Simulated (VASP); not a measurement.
Here is a VASP 6.6.1 calculation.

The input INCAR:

```
SYSTEM = In
PREC = Accurate ; ENCUT = 520
EDIFF = 1E-7 ; ISMEAR = -1
SIGMA = 0.1 ; LREAL = .FALSE.
LASPH = .TRUE. ; NELM = 60
ALGO = Normal ; ISIF = 2
LWAVE = .FALSE. ; LCHARG = .FALSE.
GGA = PS ; NBANDS = 12
```

File KPOINTS:

```
regular mesh
0
G
  12 12 12
  0 0 0
```

The input POSCAR:

```
In
1.0
   -1.8633887471      1.8633887471      1.8633887471
    1.8633887471     -1.8633887471      1.8633887471
    1.8633887471      1.8633887471     -1.8633887471
In
1
Direct
    0.0000000000      0.0000000000      0.0000000000
```

Potentials or basis: VASP PAW PBE potentials, release 64 (In_d).

Command:

```console
$ cat potpaw_PBE.64/In_d/POTCAR > POTCAR
$ mpirun -np 1 vasp_std > vasp.out
```

Problem. What does it give for the band gap on the k mesh?

Solution. None (metal or under the smearing width).

Problem. Estimate the pressure.

Solution. -0.1 GPa.

Caveat: the PAW data sets were made with another functional, which shifts forces and pressure a little.
